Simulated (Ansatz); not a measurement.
# Zone-centre phonons of AgO at 6 GPa: input and output

Level of theory: Ansatz, DFT PBEsol, scalar-relativistic, plane waves, PAW.

Launched with:
```bash
ansatz run input.yaml --threads 1 --pin off --max-ram 3072MiB --backend cpu --events-out ev --progress --plain --runs-dir out
```

Input (bare energies are in eV):
```yaml
crystal:
  lattice:
    - [0.0, 2.437225957, 2.437225957]
    - [2.437225957, 0.0, 2.437225957]
    - [2.437225957, 2.437225957, 0.0]
  atoms:
    - { symbol: Ag, position: [0.0, 0.0, 0.0] }
    - { symbol: O, position: [0.75, 0.75, 0.75] }
basis:
  ecutwfc: 420
kpoints:
  mp_grid: { grid: [14, 14, 14] }
hamiltonian:
  xc: pbesol
scf:
  occupations: { method: fermi_dirac, width: 0.15 }
output:
  eigenvalues: true
phonons:
  method: dfpt
  eigenvectors: true
```

Results section of the output:
```
--- Phonons (Γ-DFPT): 2 representative perturbations + reference, on 244 of 2744 k-points (Σ response iterations 8) ---
  k mesh reduced under 8 symmetry operations, with k and −k counted as one. Each operation leaves every solved displacement unchanged or reverses it
  ASR residual: 7.883e-5 → 0.000e0 eV/Å²; symmetrization residual: 7.394e-7 eV/Å²
  ASR residual per site (eV/Å²): 7.19e-5 7.88e-5
  Γ frequencies (cm⁻¹): 0.00 0.00 0.00 269.86 269.86 269.86
  non-analytic LO–TO correction: not included (Born effective charges unavailable; polar crystals: no LO–TO splitting at Γ)
```

Time: 30 s on 1 thread of Arm Neoverse V2 (shared host), peak memory 0.57 GiB.

In a metal, frequencies and elastic constants depend on the k mesh and the smearing, soft modes and shear constants most. Spin polarisation was left out, and a magnetic state may lie lower. Other phases may be more stable at this pressure.